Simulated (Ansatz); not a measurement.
Input and command of a plane-wave DFT calculation in Ansatz:

```yaml
crystal:
  lattice:
    - [4.7048, 0.0, 0.0]
    - [0.0, 4.7048, 0.0]
    - [0.0, 0.0, 3.1338]
  atoms:
    - { symbol: Zn, position: [0.0, 0.0, 0.0] }
    - { symbol: Zn, position: [0.5, 0.5, 0.5] }
    - { symbol: F, position: [0.3024, 0.3024, 0.0] }
    - { symbol: F, position: [0.1976, 0.8024, 0.5] }
    - { symbol: F, position: [0.6976, 0.6976, 0.0] }
    - { symbol: F, position: [0.8024, 0.1976, 0.5] }
basis:
  ecutwfc: 420
kpoints:
  mp_grid: { grid: [6, 6, 8] }
hamiltonian:
  xc: pbe
scf:
  occupations: { method: gaussian, width: 0.02 }
output:
  forces: true
  stress: true
  eigenvalues: true
  populations: true
```

```bash
ansatz run input.yaml --threads 1 --pin off --max-ram 2560MiB --backend cpu --events-out ev --progress --plain --runs-dir out
```

Processor: Intel(R) Xeon(R) Platinum 8488C (Sapphire Rapids), 1 thread, on a host shared with other jobs.

Question: Estimate time, memory and problem size.

Answer: About 3.9 s on 1 thread of Intel(R) Xeon(R) Platinum 8488C (Sapphire Rapids) (shared host), peak memory 0.4 GiB. It solves 32 bands at 50 k points (the mesh reduced by the symmetry that the task leaves, which can be less than the crystal's) with about 1379 plane waves, in 6 SCF iterations.
